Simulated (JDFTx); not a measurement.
# NaCl: single point with PBEsol

Crystal: NaCl.

```
Cl Na
1.0
     3.50219    0.00000    0.00000
     0.00000    3.50219    0.00000
     0.00000    0.00000    3.50219
Cl Na
1 1
Direct
  0.50000 0.50000 0.50000
  0.00000 0.00000 0.00000
```

Measurements of this composition are mostly on another form, of space group No. 225.

```
Program                                 : JDFTx 1.7.0 (patched build)
Task                                    : single point
Functional                              : PBEsol
Potentials or basis                     : PseudoDojo-SR-PBEsol-0.4.1-standard with smoothed tails
Cutoff                                  : 1197 eV
Density cutoff                          : 9578 eV
k mesh                                  : 8 × 8 × 8
Occupations                             : fermi-dirac, width 0.05 eV
Spin                                    : no spin polarisation
Local potential set to -Z/r beyond      : 6 bohr
Bands                                   : 14
Density cutoff over wavefunction cutoff : 8
Max SCF steps                           : 100
SCF threshold on the energy             : 1e-09 Ha
Solver of the electrons                 : scf
Further solve for the empty bands       : yes
```

```yaml
Pressure: -1.2 GPa
Band_gap_on_the_k_mesh: 3.84 eV, indirect (least direct gap 4.34 eV)
Loewdin_charges: Cl -0.63; Na +0.68 e
```

Levels at points of the mesh, in eV from the valence-band top:
```csv
k point,band 5,band 6,band 7,band 8,band 9,band 10,band 11,band 12
"(0.00, 0.00, 0.00)",-13.37,-0.50,-0.50,-0.50,3.84,8.36,8.36,15.59
"(0.00, 0.00, 0.50)",-13.00,-3.00,-0.26,-0.26,6.73,8.49,10.26,11.64
"(0.00, 0.50, 0.50)",-12.73,-2.30,-2.30,0.00,5.42,9.68,10.87,10.87
"(0.50, 0.50, 0.50)",-12.46,-1.88,-1.88,-1.88,6.94,6.94,6.94,11.69
```

Wall time 69 s on 1 thread of Arm Neoverse V1 (shared host), peak memory 0.14 GiB.

A k mesh can miss the band edges. Expect the measured gap to be larger: semilocal functionals such as PBEsol lack the derivative discontinuity.
